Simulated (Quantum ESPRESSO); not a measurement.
## PtS2: Hubbard U from linear response under several settings

```xyz
3
Lattice="3.5432 0.0000 0.0000 -1.7716 3.0685 0.0000 0.0000 0.0000 5.0388" Properties=species:S:1:pos:R:3 pbc="T T T"
Pt    0.0000    0.0000    0.0000
S     1.7716    1.0228    3.8950
S     0.0000    2.0457    1.1438
```

All runs used Quantum ESPRESSO 7.5; potentials GBRV 1.5 PBEsol; k mesh 6 × 6 × 4; given cell; no spin polarisation; cutoff 612 eV; occupations smeared at first, fixed for the response.

```csv
level,projectors,U typed (eV),q mesh,with V,state,U computed (eV)
PBEsol+U,ortho-atomic,0.0,2 × 2 × 2,no,insulator,Pt 4.7
PBEsol+U,ortho-atomic,2.0,2 × 2 × 2,no,insulator,Pt 4.8
PBEsol+U,ortho-atomic,4.0,2 × 2 × 2,no,insulator,?
PBEsol+U,ortho-atomic,6.0,2 × 2 × 2,no,insulator,Pt 4.9
PBEsol+U,ortho-atomic,8.0,2 × 2 × 2,no,insulator,Pt 5.0
```

**Question.** What stands in the row left open?

**Answer.** U computed Pt 4.8 eV.

